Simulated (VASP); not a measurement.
Crystal: CdTe.

```
CELL_PARAMETERS angstrom
0.00000 3.20500 3.20500
3.20500 0.00000 3.20500
3.20500 3.20500 0.00000
ATOMIC_POSITIONS crystal
Te 0.75000 0.75000 0.75000
Cd 0.00000 0.00000 0.00000
```

```yaml
Program: VASP 6.6.1
Task: relaxation of cell and atoms
Functional: BLYP
Dispersion: D3
Potentials_or_basis: VASP PAW PBE potentials, release 64 (Te, Cd)
Cutoff: 600 eV
k_mesh: 7 × 7 × 7
Occupations: fermi-dirac, width 0.05 eV
Spin: no spin polarisation
```

At the start: pressure 3.3 GPa; volume 32.92 Å³/atom.

Q: How do energy, volume and symmetry change on relaxing?

A: Over 3 steps the energy falls by 24.2 meV/atom and the volume is 35.42 Å³/atom (+7.6 %); space group F-43m (No. 216, to 0.05 Å).

Step by step:
| step | energy change (eV) | largest force (eV/Å) | pressure (GPa) | volume (Å³) |
| --- | --- | --- | --- | --- |
| 1 | 0.0000 | 0.0000 | 3.34 | 65.84 |
| 2 | -0.0438 | 0.0000 | -0.85 | 72.60 |
| 3 | -0.0485 | 0.0000 | -0.01 | 70.85 |

Final structure:
```xyz
2
Lattice="0.0000 3.2842 3.2842 3.2842 0.0000 3.2842 3.2842 3.2842 0.0000" Properties=species:S:1:pos:R:3 pbc="T T T"
Te    4.9264    4.9264    4.9264
Cd    0.0000    0.0000    0.0000
```

Caveat: the PAW data sets were made with another functional, which shifts forces and pressure a little.
